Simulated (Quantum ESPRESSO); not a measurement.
**GaP: dielectric tensor and Born charges under several settings**

```
Ga P
1.0
     0.00000    2.72525    2.72525
     2.72525    0.00000    2.72525
     2.72525    2.72525    0.00000
Ga P
1 1
Direct
  0.00000 0.00000 0.00000
  0.75000 0.75000 0.75000
```

All runs used Quantum ESPRESSO 7.5; potentials SPMS 1.0 PBE; no spin polarisation; cutoff 952 eV; occupations smeared at first, fixed for the response.

```csv
level,k mesh (s: shifted),geometry,volume (Å³/atom),pressure (GPa),ε∞ (diagonal),Born charge of atom 1 (e),sum of the Born charges (e)
PBEsol+D3(BJ),8 × 8 × 8s,"given cell, atoms relaxed",20.24,-2.0,10.84,2.12,0.00
PBE,10 × 10 × 10,relaxed cell,?,0.0,?,?,?
```

Problem. What stands in the row left open?

Solution. Volume 20.92 Å³/atom; ε∞ 11.11; Born charge of atom 1 2.20 e; sum of the Born charges -0.03 e.

Caveats: the potentials were made for another functional, which shifts forces and pressure (some runs); on a mesh that holds Γ this program's dielectric tensor can be off by some percent beyond the error of the mesh (some runs).

For the row left open. Caveat: on a mesh that holds Γ this program's dielectric tensor can be off by some percent beyond the error of the mesh.
